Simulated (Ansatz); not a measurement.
An elastic constant from a strain scan in KCl

Computed with Ansatz, DFT PBE, scalar-relativistic, plane waves, PAW. The runs took a 420 eV cutoff, a Γ-centred 6×6×6 mesh and Gaussian smearing (0.05 eV). No spin polarisation. Energies are free energies at this smearing, counted from the undisturbed cell; pressure is positive in compression.

The starting cell (as given, not relaxed at this level; it stands at 0.6 GPa):

```xyz
2
Lattice="0.0000 3.1561 3.1561 3.1561 0.0000 3.1561 3.1561 3.1561 0.0000" Properties=species:S:1:pos:R:3 pbc="T T T"
K     0.0000    0.0000    0.0000
Cl    3.1561    3.1561    3.1561
```

The cell is strained by ε times the Voigt pattern (0, 1, 0, 0, 0, 0) (xx, yy, zz, yz, xz, xy; engineering shear) with fractional coordinates fixed. The cell holds 2 atoms in V0 = 62.88 Å³. The stress column is τ = (1/V0) dE/dε, got from the stress tensor σ (compression positive) at each point as −det(1 + εP) σ : P(1 + εP)⁻¹, with P the pattern as a tensor.

```csv
ε,ΔE (meV/atom),τ (GPa)
-0.0400,12.643,-2.843
-0.0300,7.748,-2.160
-0.0200,4.110,-1.561
-0.0100,1.573,-1.036
0.0000,0.000,-0.577
0.0100,-0.731,-0.177
0.0200,-0.730,0.170
0.0300,-0.096,0.470
0.0350,0.431,0.604
0.0400,?,?
```

Problem. Which combination of elastic constants does this scan measure, and how large is it?

Solution. For small ε, τ = τ0 + Kε with K = pᵀCp, which for this pattern is C11 in the cubic axes. The parabola through τ at ε = -0.0100, 0 and 0.0100 has slope K = 43 GPa at zero. The energies per cell, E = NΔE, of the same two points give K = 2[E(ε₊)/ε₊ − E(ε₋)/ε₋]/[(ε₊ − ε₋)V0] = 43 GPa, in agreement.

Problem. Predict the withheld row at ε = 0.0400 from the harmonic law, and compare.

Solution. ΔE = V0(τ0 ε + Kε²/2)/N = 2.209 meV/atom and τ = 1.14 GPa. The calculation gives 1.085 meV/atom and 0.73 GPa: the energy lies 51 % below the harmonic value, as bonds soften when stretched.